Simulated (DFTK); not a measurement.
Crystal: Au.

```
CELL_PARAMETERS angstrom
0.00000 2.03500 2.03500
2.03500 0.00000 2.03500
2.03500 2.03500 0.00000
ATOMIC_POSITIONS crystal
Au 0.00000 0.00000 0.00000
```

Program: DFTK 0.8.2. Alike in all runs: task band structure; no spin polarisation; cell as given; smearing fermi-dirac 0.05 eV.

Question: Order these runs on this cell by their pressure, lowest first.
A. level LDA; potentials or basis SG15 1.2 (PBE); k mesh 11 × 11 × 11; cutoff (eV) 1225
B. level r2SCAN; potentials or basis SG15 1.2 (PBE); k mesh 11 × 11 × 11; cutoff (eV) 1225
C. level TASK; potentials or basis in-house norm-conserving set (r2SCAN, scalar relativistic); k mesh 10 × 10 × 10; cutoff (eV) 1034; SCF solver ScfAndersonSolver
D. level PBEsol; potentials or basis SG15 1.2 (PBE); k mesh 11 × 11 × 11; cutoff (eV) 1225

Answer: A (-2.6 GPa), D (1.9 GPa), B (6.3 GPa), C (11.4 GPa).

Caveats: the potentials were made for another functional, which shifts forces and pressure.

Not every run made on this cell is shown here.
